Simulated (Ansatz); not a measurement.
# CdS: the cost of one run

Method: DFT PBE+D3(BJ), scalar-relativistic, plane waves, PAW, in Ansatz 0.2.0.

The COD entry's cell or inner coordinates are ideal or old and differ from later refinements, so a difference from it is no clean test against experiment.

## Step 1: The starting structure

It takes space group F-43m (No. 216, cubic). The conventional cell has a = 5.851 Å, b = 5.851 Å, c = 5.851 Å, α = 90.00°, β = 90.00°, γ = 90.00°. Cd (site symmetry -43m) is surrounded by 4 S at 2.53 Å. S (site symmetry -43m) has 4 Cd at 2.53 Å as nearest neighbours.

Coordinates:

```cif
data_structure
_symmetry_space_group_name_H-M 'P 1'
_symmetry_Int_Tables_number 1
_cell_length_a 4.1375
_cell_length_b 4.1375
_cell_length_c 4.1375
_cell_angle_alpha 60.000
_cell_angle_beta 60.000
_cell_angle_gamma 60.000
_cell_volume 50.09
loop_
_atom_site_label
_atom_site_type_symbol
_atom_site_fract_x
_atom_site_fract_y
_atom_site_fract_z
_atom_site_occupancy
Cd1 Cd 0.00000 0.00000 0.00000 1
S1 S 0.75000 0.75000 0.75000 1
```

It is the result of an earlier relaxation at this level (volume 25.04 Å³/atom; gap on the mesh: 1.13 eV).

## Step 2: Cutting the slab

Miller indices refer to the conventional cell of the relaxed bulk, F-43m (No. 216): a = 5.851 Å, b = 5.851 Å, c = 5.851 Å, α = 90.00°, β = 90.00°, γ = 90.00°.

A (111) slab, 4.2 Å thick as cut, with 16 Å of vacuum, in a 2×2 surface cell; its outer planes are Cd (top) and S (bottom).

The slab as cut. Layers, bottom to top:

| plane | atoms per cell | height over the lowest (Å) |
| --- | --- | --- |
| 1 | S4 | 0.00 |
| 2 | Cd4 | 0.84 |
| 3 | S4 | 3.38 |
| 4 | Cd4 | 4.22 |

## Step 3: Relaxing the clean slab

File input.yaml:

```yaml
crystal:
  lattice:
    - [8.2750818144, 0.0, 0.0]
    - [-4.1375409072, 7.1664310697, 0.0]
    - [0.0, 0.0, 20.2228600052]
  atoms:
    - { symbol: S, position: [0.5, 0.0, 0.3955919191] }
    - { symbol: S, position: [0.5, 0.5, 0.3955919191] }
    - { symbol: S, position: [0.0, 0.0, 0.3955919191] }
    - { symbol: S, position: [0.0, 0.5, 0.3955919191] }
    - { symbol: Cd, position: [0.1666666667, 0.8333333333, 0.4373551515] }
    - { symbol: Cd, position: [0.1666666667, 0.3333333333, 0.4373551515] }
    - { symbol: Cd, position: [0.6666666667, 0.8333333333, 0.4373551515] }
    - { symbol: Cd, position: [0.6666666667, 0.3333333333, 0.4373551515] }
    - { symbol: S, position: [0.6666666667, 0.8333333333, 0.5626448485] }
    - { symbol: S, position: [0.6666666667, 0.3333333333, 0.5626448485] }
    - { symbol: S, position: [0.1666666667, 0.8333333333, 0.5626448485] }
    - { symbol: S, position: [0.1666666667, 0.3333333333, 0.5626448485] }
    - { symbol: Cd, position: [0.3333333333, 0.6666666667, 0.6044080809] }
    - { symbol: Cd, position: [0.3333333333, 0.1666666667, 0.6044080809] }
    - { symbol: Cd, position: [0.8333333333, 0.6666666667, 0.6044080809] }
    - { symbol: Cd, position: [0.8333333333, 0.1666666667, 0.6044080809] }
basis:
  ecutwfc: 420
kpoints:
  mp_grid: { grid: [2, 2, 1] }
hamiltonian:
  xc: pbe
  dispersion: d3bj
scf:
  occupations: { method: gaussian, width: 0.05 }
output:
  forces: true
  eigenvalues: true
  write_density: true
  write_potential: true
  elf: true
  volumetric_format: npy
relax:
  adjacent_minimum: "off"
  f_tol: 0.03
  max_steps: 70
  constraints: [{ sites: [0, 1, 2, 3, 4, 5, 6, 7] }]
efield:
  axis: 3
  dipole_correction: true
  ramp_width: 0.04
```

Started as:

```sh
$ ansatz run input.yaml --threads 4 --pin off --max-ram 10240MiB --backend cpu --events-out ev --progress --plain --runs-dir out
```

Q: Estimate wall time and peak memory on 4 threads of Arm Neoverse V1, shared host.

About 57 s, with a peak of 1.7 GiB.
